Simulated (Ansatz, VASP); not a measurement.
## N in VASP and in Ansatz

```xyz
4
Lattice="4.2221 0.0000 0.0000 -2.1110 3.6564 0.0000 0.0000 0.0000 7.0982" Properties=species:S:1:pos:R:3 pbc="T T T"
N     2.1110    1.2188    4.7634
N     2.1110    1.2188    5.8839
N     0.0000    2.4376    1.2143
N     0.0000    2.4376    2.3348
```

Change from the starting cell: volume scaled by 1.04.

Alike in both runs: task single point; functional PBE; k mesh 7 × 7 × 4; occupations fermi-dirac, width 0.05 eV; no spin polarisation.

|  | VASP | Ansatz |
| --- | --- | --- |
| version | VASP 6.6.1 | Ansatz 0.2.0 |
| potentials or method | VASP PAW PBE potentials, release 64 (N) | Ansatz PAW |
| plane-wave cutoff (eV) | 520 | 420 |
| valence electrons in the cell | 20 | 20 |

VASP gave:

- gap on the k mesh at the Fermi level (eV): 6.95
- least direct gap on the mesh (eV): 7.20
- pressure (GPa): -1.1
- largest component of the traceless stress (GPa): 2.35
- rms of the force components (eV/Å): 0.623

Q: Estimate Ansatz's values.

A: gap on the k mesh at the Fermi level (eV): 6.99; least direct gap on the mesh (eV): 7.24; pressure (GPa): -2.4; largest component of the traceless stress (GPa): 5.23; rms of the force components (eV/Å): 1.397.

Atom by atom the forces differ by 0.774 eV/Å (rms over components).

Caveats: forces of over 1 eV/Å show positions far from the minimum, so gaps and moduli don't describe the material at rest; the standard files for N, O and F lose accuracy on very short bonds (VASP); an odd mesh through Γ misses points on the zone boundary, where band edges often lie (VASP); odd divisions of the mesh miss points on the zone boundary, where band edges often lie, so the gap on the mesh can be too wide (Ansatz); the pressure holds a Pulay correction of +0.3 GPa for the finite cutoff (Ansatz).
